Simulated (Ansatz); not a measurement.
**Energy ranking of Mo₃H structures**

Computed with DFT PBE, scalar-relativistic, plane waves, PAW (Ansatz 0.2.0). All cells share a 420 eV cutoff and Γ-centred k meshes spaced at most 0.3 Å⁻¹ (0.19 for metals, 2π included).

Temperature and zero-point effects are left out. The comparison covers the computed candidates alone. The k mesh leaves about 4 meV/atom of noise in metals. No run is spin-polarised.

| # | started from | space group | atoms | V (Å³/atom) | ΔE (meV/atom) | gap on mesh (eV) | rattle test |
| --- | --- | --- | --- | --- | --- | --- | --- |
| 1 | a rattled cell | P4/mmm (No. 123) | 4 | 14.0 | 0 | 0.00 | - |
| 2 | Cu3Au (L1_2) type | Pm-3m (No. 221) | 4 | 13.7 | 335 | 0.00 | falls lower |

The lowest structure: Space group P4/mmm (No. 123), tetragonal, a = 4.187 Å, c = 3.201 Å. H is coordinated by 4 Mo at 2.09 Å; around Mo on Wyckoff site c (1 atom of the primitive cell) lie 8 Mo at 2.64 Å; Mo on Wyckoff site e (2 atoms of the primitive cell) has 2 H at 2.09 Å. Its energy against the elements is 0.59 eV/atom, so it is unstable even against them. Energies over the elements count from the lowest elemental structures computed at the same level (H₂ as a molecule), with no empirical corrections.

```xyz
4
Lattice="4.1874 0.0000 0.0000 0.0000 4.1874 0.0000 0.0000 0.0000 3.2012" Properties=species:S:1:pos:R:3 pbc="T T T"
H     0.0000    0.0000    1.6006
Mo    2.0937    2.0937    0.0000
Mo    0.0000    2.0937    1.6006
Mo    2.0937    0.0000    1.6006
```

The second: Space group Pm-3m (No. 221), cubic, a = 3.798 Å. H is coordinated by 12 Mo at 2.69 Å; Mo has 4 H at 2.69 Å and 8 Mo at 2.69 Å.